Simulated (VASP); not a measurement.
All values below come from LDA (Ceperley-Alder, Perdew-Zunger), VASP's LDA PAW potentials (set 64) (plane waves; VASP).

Input for VASP

**INCAR**
```
! general
SYSTEM =SrF2
PREC   =Accurate
ENCUT  =650
LREAL  =.FALSE.   ! projection in real space or not
LASPH  =.TRUE.

! electronic loop
EDIFF  =1E-7   ! SCF stop (eV)
NELM   =100
ALGO   =Normal
LMAXMIX=4

! smearing
ISMEAR =0
SIGMA  =0.05   ! width (eV)

! ions
IBRION =6   ! finite differences
NSW    =1   ! most ionic steps
ISIF   =3
POTIM  =0.015
NFREE  =2

! output
LWAVE  =.FALSE.
LCHARG =.FALSE.
```

**POSCAR**
```
SrF2
1
    0.0000000000     2.8384992746     2.8384992746
    2.8384992746     0.0000000000     2.8384992746
    2.8384992746     2.8384992746     0.0000000000
Sr F
1 2
Direct
  0.0000000000   0.0000000000   0.0000000000
  0.2500000000   0.2500000000   0.2500000000
  0.7500000000   0.7500000000   0.7500000000
```

File KPOINTS:
```
Automatic mesh
0
Gamma
6 6 6
0 0 0
```

POTCAR, in this order: Sr_sv F (LDA.64 set). Program: vasp_std.

What VASP printed:

### OUTCAR
```
 ion  position               nearest neighbor table
   1  0.000  0.000  0.000-   3 2.46   3 2.46   3 2.46   2 2.46   3 2.46   2 2.46   2 2.46   2 2.46
  LATTYP: Found a face centered cubic cell.
 ALAT       =     5.6769985492
 Subroutine PRICEL returns:
 Original cell was already a primitive cell.
 Subroutine GETGRP returns: Found 48 space group operations
The static configuration has the point symmetry O_h .
The dynamic configuration has the point symmetry O_h .
 Subroutine INISYM returns: Found 48 space group operations
 Subroutine IBZKPT returns following result:
 Found     16 irreducible k-points:

 Following reciprocal coordinates:
            Coordinates               Weight
  0.000000  0.000000  0.000000      1.000000
  0.166667  0.000000  0.000000      8.000000
  0.333333  0.000000  0.000000      8.000000
  0.500000  0.000000  0.000000      4.000000
  0.166667  0.166667  0.000000      6.000000
  0.333333  0.166667  0.000000     24.000000
  0.500000  0.166667  0.000000     24.000000
 -0.333333  0.166667  0.000000     24.000000
 -0.166667  0.166667  0.000000     12.000000
  0.333333  0.333333  0.000000      6.000000
...
```

**OSZICAR**
```
...
DAV:   3    -0.186378479175E+02    0.20546E-01   -0.37077E-02  3088   0.191E+00    0.887E-02
DAV:   4    -0.186379610937E+02   -0.11318E-03   -0.15286E-03  2288   0.370E-01    0.599E-02
DAV:   5    -0.186379495694E+02    0.11524E-04   -0.38875E-05  3496   0.667E-02    0.142E-02
DAV:   6    -0.186379503929E+02   -0.82352E-06   -0.79630E-06  2928   0.270E-02    0.575E-03
DAV:   7    -0.186379502163E+02    0.17664E-06   -0.47300E-07  2328   0.783E-03    0.256E-03
DAV:   8    -0.186379501986E+02    0.17706E-07   -0.21606E-07  2008   0.511E-03
   9 F= -.18637950E+02 E0= -.18637950E+02  d E =-.208213E-16
       N       E                     dE             d eps       ncg     rms          rms(c)
DAV:   1    -0.186635724077E+02   -0.25622E-01   -0.22018E+00  2304   0.131E+01    0.120E+00
DAV:   2    -0.186462140157E+02    0.17358E-01   -0.22273E-02  3176   0.136E+00    0.710E-01
DAV:   3    -0.186374448790E+02    0.87691E-02   -0.18392E-02  3144   0.136E+00    0.714E-02
DAV:   4    -0.186376310978E+02   -0.18622E-03   -0.84604E-04  2488   0.281E-01    0.454E-02
DAV:   5    -0.186378412815E+02   -0.21018E-03   -0.87784E-05  3232   0.941E-02    0.846E-03
DAV:   6    -0.186379232491E+02   -0.81968E-04   -0.14732E-05  3144   0.366E-02    0.448E-03
DAV:   7    -0.186379412099E+02   -0.17961E-04   -0.11133E-06  3096   0.110E-02    0.115E-03
DAV:   8    -0.186379483061E+02   -0.70962E-05   -0.17210E-07  1832   0.399E-03    0.530E-04
DAV:   9    -0.186379498814E+02   -0.15753E-05   -0.20832E-08  1216   0.152E-03    0.176E-04
DAV:  10    -0.186379500366E+02   -0.15518E-06   -0.43408E-09  1144   0.589E-04    0.650E-05
DAV:  11    -0.186379501024E+02   -0.65801E-07   -0.95832E-10  1168   0.213E-04
  10 F= -.18637950E+02 E0= -.18637950E+02  d E =-.201496E-16
       N       E                     dE             d eps       ncg     rms          rms(c)
DAV:   1    -0.187010623792E+02   -0.63112E-01   -0.25404E+00  2272   0.143E+01    0.181E+00
DAV:   2    -0.186584366462E+02    0.42626E-01   -0.35594E-02  3192   0.174E+00    0.103E+00
DAV:   3    -0.186378508498E+02    0.20586E-01   -0.37190E-02  3120   0.192E+00    0.901E-02
DAV:   4    -0.186379617657E+02   -0.11092E-03   -0.15531E-03  2376   0.373E-01    0.610E-02
DAV:   5    -0.186379499258E+02    0.11840E-04   -0.35687E-05  3528   0.622E-02    0.195E-02
DAV:   6    -0.186379503724E+02   -0.44660E-06   -0.99746E-06  2968   0.322E-02    0.566E-03
DAV:   7    -0.186379502174E+02    0.15496E-06   -0.83552E-07  2456   0.920E-03    0.276E-03
DAV:   8    -0.186379501973E+02    0.20137E-07   -0.19535E-07  1952   0.480E-03
  11 F= -.18637950E+02 E0= -.18637950E+02  d E =-.189842E-16
       N       E                     dE             d eps       ncg     rms          rms(c)
DAV:   1    -0.186698081622E+02   -0.31858E-01   -0.20312E+00  2352   0.123E+01    0.120E+00
DAV:   2    -0.186501635488E+02    0.19645E-01   -0.20102E-02  3216   0.131E+00    0.711E-01
DAV:   3    -0.186381128943E+02    0.12051E-01   -0.18806E-02  3112   0.137E+00    0.730E-02
DAV:   4    -0.186380582954E+02    0.54599E-04   -0.82398E-04  2504   0.277E-01    0.450E-02
DAV:   5    -0.186379609662E+02    0.97329E-04   -0.10662E-04  3216   0.104E-01    0.558E-03
DAV:   6    -0.186379535334E+02    0.74328E-05   -0.11581E-05  3104   0.316E-02    0.403E-03
DAV:   7    -0.186379504405E+02    0.30929E-05   -0.10507E-06  3248   0.109E-02    0.789E-04
DAV:   8    -0.186379501947E+02    0.24585E-06   -0.15523E-07  1768   0.348E-03    0.640E-04
DAV:   9    -0.186379501130E+02    0.81670E-07   -0.19076E-08  1232   0.171E-03
  12 F= -.18637950E+02 E0= -.18637950E+02  d E =-.178255E-16
       N       E                     dE             d eps       ncg     rms          rms(c)
DAV:   1    -0.187011334346E+02   -0.63183E-01   -0.24649E+00  2272   0.139E+01    0.181E+00
DAV:   2    -0.186584495740E+02    0.42684E-01   -0.34730E-02  3176   0.173E+00    0.103E+00
DAV:   3    -0.186378493657E+02    0.20600E-01   -0.37233E-02  3120   0.192E+00    0.896E-02
DAV:   4    -0.186379614574E+02   -0.11209E-03   -0.15400E-03  2392   0.372E-01    0.601E-02
DAV:   5    -0.186379496216E+02    0.11836E-04   -0.37698E-05  3392   0.666E-02    0.144E-02
DAV:   6    -0.186379504064E+02   -0.78474E-06   -0.83813E-06  2952   0.277E-02    0.582E-03
DAV:   7    -0.186379502247E+02    0.18168E-06   -0.47818E-07  2416   0.777E-03    0.279E-03
DAV:   8    -0.186379501978E+02    0.26902E-07   -0.23518E-07  2128   0.544E-03
  13 F= -.18637950E+02 E0= -.18637950E+02  d E =-.203147E-16
       N       E                     dE             d eps       ncg     rms          rms(c)
DAV:   1    -0.186517235534E+02   -0.13773E-01   -0.13672E+00   960   0.108E+01    0.892E-01
DAV:   2    -0.186443769815E+02    0.73466E-02   -0.26049E-02  1424   0.138E+00    0.574E-01
DAV:   3    -0.186390277749E+02    0.53492E-02   -0.68425E-03  1392   0.833E-01    0.991E-02
DAV:   4    -0.186389689215E+02    0.58853E-04   -0.91627E-04  1456   0.301E-01    0.278E-02
DAV:   5    -0.186390122448E+02   -0.43323E-04   -0.39879E-05  1376   0.661E-02    0.387E-03
DAV:   6    -0.186390234443E+02   -0.11200E-04   -0.46510E-06  1512   0.187E-02    0.259E-03
DAV:   7    -0.186390265000E+02   -0.30556E-05   -0.29373E-07  1104   0.608E-03    0.103E-03
DAV:   8    -0.186390267532E+02   -0.25326E-06   -0.40725E-08   656   0.200E-03    0.435E-04
DAV:   9    -0.186390268586E+02   -0.10532E-06   -0.82828E-09   528   0.969E-04    0.110E-04
DAV:  10    -0.186390268816E+02   -0.23037E-07   -0.11946E-09   600   0.317E-04
  14 F= -.18639027E+02 E0= -.18639027E+02  d E =-.981407E-17
       N       E                     dE             d eps       ncg     rms          rms(c)
DAV:   1    -0.186377751250E+02    0.12517E-02   -0.11423E+00   960   0.754E+00    0.819E-01
DAV:   2    -0.186392177640E+02   -0.14426E-02   -0.33644E-02  1280   0.127E+00    0.575E-01
DAV:   3    -0.186390373439E+02    0.18042E-03   -0.11013E-03  1608   0.198E-01    0.228E-01
DAV:   4    -0.186390255515E+02    0.11792E-04   -0.63909E-05  1600   0.625E-02    0.298E-02
DAV:   5    -0.186390268611E+02   -0.13096E-05   -0.57704E-06  1248   0.170E-02    0.686E-03
DAV:   6    -0.186390268997E+02   -0.38573E-07   -0.25345E-07  1168   0.531E-03
  15 F= -.18639027E+02 E0= -.18639027E+02  d E =-.980707E-17
       N       E                     dE             d eps       ncg     rms          rms(c)
DAV:   1    -0.186361911330E+02    0.28357E-02   -0.20340E+00  1472   0.136E+01    0.308E-01
DAV:   2    -0.186393353557E+02   -0.31442E-02   -0.36767E-02  2048   0.185E+00    0.214E-01
DAV:   3    -0.186391881601E+02    0.14720E-03   -0.34828E-04  2312   0.183E-01    0.119E-01
DAV:   4    -0.186391409806E+02    0.47179E-04   -0.13522E-04  2264   0.128E-01    0.224E-02
DAV:   5    -0.186391435857E+02   -0.26051E-05   -0.27456E-05  1688   0.405E-02    0.761E-03
DAV:   6    -0.186391433089E+02    0.27682E-06   -0.11206E-06  2096   0.127E-02    0.224E-03
DAV:   7    -0.186391433233E+02   -0.14480E-07   -0.20653E-07  1360   0.416E-03
  16 F= -.18639143E+02 E0= -.18639143E+02  d E =-.152824E-16
       N       E                     dE             d eps       ncg     rms          rms(c)
DAV:   1    -0.186350166478E+02    0.41267E-02   -0.47048E+00  1480   0.183E+01    0.513E-01
DAV:   2    -0.186395543687E+02   -0.45377E-02   -0.51654E-02  1728   0.186E+00    0.348E-01
DAV:   3    -0.186391869885E+02    0.36738E-03   -0.11823E-03  2112   0.324E-01    0.147E-01
DAV:   4    -0.186391445408E+02    0.42448E-04   -0.31601E-04  2016   0.180E-01    0.179E-02
DAV:   5    -0.186391445095E+02    0.31225E-07   -0.39760E-05  1528   0.541E-02    0.107E-02
DAV:   6    -0.186391436161E+02    0.89341E-06   -0.19693E-06  2104   0.168E-02    0.532E-03
DAV:   7    -0.186391433028E+02    0.31333E-06   -0.13140E-06  1832   0.126E-02    0.126E-03
DAV:   8    -0.186391433225E+02   -0.19694E-07   -0.29345E-07  1496   0.509E-03
  17 F= -.18639143E+02 E0= -.18639143E+02  d E =-.152425E-16
```

**OUTCAR**
```
------------------------ aborting loop because EDIFF is reached ----------------------------------------
  FORCE on cell =-STRESS in cart. coord.  units (eV):
  Direction    XX          YY          ZZ          XY          YZ          ZX
  --------------------------------------------------------------------------------------
  Total       -0.0657105     -0.0659811     -0.0659811      0.0000000      0.0592126      0.0000000
  in kB       -2.3017008     -2.3111813     -2.3111813      0.0000000      2.0740942      0.0000000
  external PRESSURE =      -2.3080211 kB  Pullay stress =       0.0000000 kB
  volume of cell :       45.74
      direct lattice vectors                 reciprocal lattice vectors
     0.000000000  2.838499275  2.838499275    -0.176149420  0.176149420  0.176149420
     2.838499275  0.000000000  2.838499275     0.176149420 -0.176149420  0.176149420
     2.838499275  2.838499275  0.000000000     0.176149420  0.176149420 -0.176149420
 POSITION                                       TOTAL-FORCE (eV/Angst)
 -----------------------------------------------------------------------------------
      0.00000      0.00000      0.00000        -0.041819      0.000000      0.000000
      1.40425      1.41925      1.41925         0.068515     -0.000000     -0.000000
      4.25775      4.25775      4.25775        -0.026696      0.000000      0.000000
 -----------------------------------------------------------------------------------
    total drift:                               -0.000217      0.000001      0.000001
  FREE ENERGIE OF THE ION-ELECTRON SYSTEM (eV)
  ---------------------------------------------------
  free  energy   TOTEN  =       -18.6391433225 eV

  energy  without entropy=      -18.6391433225  energy(sigma->0) =      -18.63914332

   1 f  =    9.027477 THz    56.721309 2PiTHz  301.124211 cm-1    37.334627 meV
             X         Y         Z           dx          dy          dz
      0.000000  0.000000  0.000000     0.000000    0.000000    0.000000
      1.419250  1.419250  1.419250     0.629774    0.321534   -0.000000
      4.257749  4.257749  4.257749    -0.629774   -0.321534    0.000000

   2 f  =    9.027477 THz    56.721309 2PiTHz  301.124211 cm-1    37.334627 meV
             X         Y         Z           dx          dy          dz
      0.000000  0.000000  0.000000     0.000000    0.000000   -0.000000
      1.419250  1.419250  1.419250     0.000000    0.000000    0.707107
      4.257749  4.257749  4.257749     0.000000    0.000000   -0.707107

   3 f  =    9.027477 THz    56.721309 2PiTHz  301.124211 cm-1    37.334627 meV
             X         Y         Z           dx          dy          dz
      0.000000  0.000000  0.000000     0.000000    0.000000    0.000000
      1.419250  1.419250  1.419250     0.321534   -0.629774   -0.000000
      4.257749  4.257749  4.257749    -0.321534    0.629774    0.000000

   4 f  =    7.166987 THz    45.031506 2PiTHz  239.064947 cm-1    29.640262 meV
             X         Y         Z           dx          dy          dz
      0.000000  0.000000  0.000000     0.104607   -0.540477   -0.000000
      1.419250  1.419250  1.419250    -0.112171    0.579559   -0.000000
      4.257749  4.257749  4.257749    -0.112171    0.579559    0.000000

   5 f  =    7.166987 THz    45.031506 2PiTHz  239.064947 cm-1    29.640262 meV
             X         Y         Z           dx          dy          dz
      0.000000  0.000000  0.000000     0.000000    0.000000    0.550507
      1.419250  1.419250  1.419250     0.000000    0.000000   -0.590314
      4.257749  4.257749  4.257749     0.000000   -0.000000   -0.590314

   6 f  =    7.166987 THz    45.031506 2PiTHz  239.064947 cm-1    29.640262 meV
             X         Y         Z           dx          dy          dz
      0.000000  0.000000  0.000000     0.540477    0.104607    0.000000
      1.419250  1.419250  1.419250    -0.579559   -0.112171   -0.000000
      4.257749  4.257749  4.257749    -0.579559   -0.112171    0.000000

   7 f/i=    0.004529 THz     0.028454 2PiTHz    0.151057 cm-1     0.018729 meV
             X         Y         Z           dx          dy          dz
      0.000000  0.000000  0.000000     0.000000    0.000000   -0.834831
      1.419250  1.419250  1.419250     0.000000    0.000000   -0.389267
      4.257749  4.257749  4.257749     0.000000    0.000000   -0.389267

   8 f/i=    0.004529 THz     0.028454 2PiTHz    0.151057 cm-1     0.018729 meV
             X         Y         Z           dx          dy          dz
      0.000000  0.000000  0.000000    -0.755925   -0.354287   -0.000000
      1.419250  1.419250  1.419250    -0.352475   -0.165198   -0.000000
      4.257749  4.257749  4.257749    -0.352475   -0.165198    0.000000

   9 f/i=    0.004529 THz     0.028454 2PiTHz    0.151057 cm-1     0.018729 meV
             X         Y         Z           dx          dy          dz
      0.000000  0.000000  0.000000    -0.354287    0.755925    0.000000
      1.419250  1.419250  1.419250    -0.165198    0.352475   -0.000000
      4.257749  4.257749  4.257749    -0.165198    0.352475    0.000000

 ELASTIC MODULI CONTR FROM IONIC RELAXATION (kBar)
 Direction    XX          YY          ZZ          XY          YZ          ZX
 --------------------------------------------------------------------------------
 XX          -0.0000      0.0000      0.0000     -0.0000      0.0000     -0.0000
 YY           0.0000     -0.0000     -0.0000     -0.0000     -0.0000     -0.0000
 ZZ           0.0000     -0.0000     -0.0000      0.0000     -0.0000     -0.0000
 XY          -0.0000     -0.0000      0.0000   -172.0813      0.0000     -0.0000
 YZ           0.0000     -0.0000     -0.0000      0.0000   -172.0813     -0.0000
 ZX          -0.0000     -0.0000     -0.0000     -0.0000     -0.0000   -172.0813
 --------------------------------------------------------------------------------

 TOTAL ELASTIC MODULI (kBar)
 Direction    XX          YY          ZZ          XY          YZ          ZX
 --------------------------------------------------------------------------------
 XX        1395.1500    587.4057    587.4057     -0.0000      0.0000     -0.0000
 YY         587.4057   1395.1500    587.4057     -0.0000     -0.0000     -0.0000
 ZZ         587.4057    587.4057   1395.1500      0.0000     -0.0000     -0.0000
 XY          -0.0000     -0.0000      0.0000    360.3800      0.0000     -0.0000
 YZ           0.0000     -0.0000     -0.0000      0.0000    360.3800     -0.0000
 ZX          -0.0000     -0.0000     -0.0000     -0.0000     -0.0000    360.3800
 --------------------------------------------------------------------------------
```
(Selected blocks of OUTCAR.)

The compound is SrF2 in the fluorite structure. It was relaxed first, which changed the volume by -6 %.
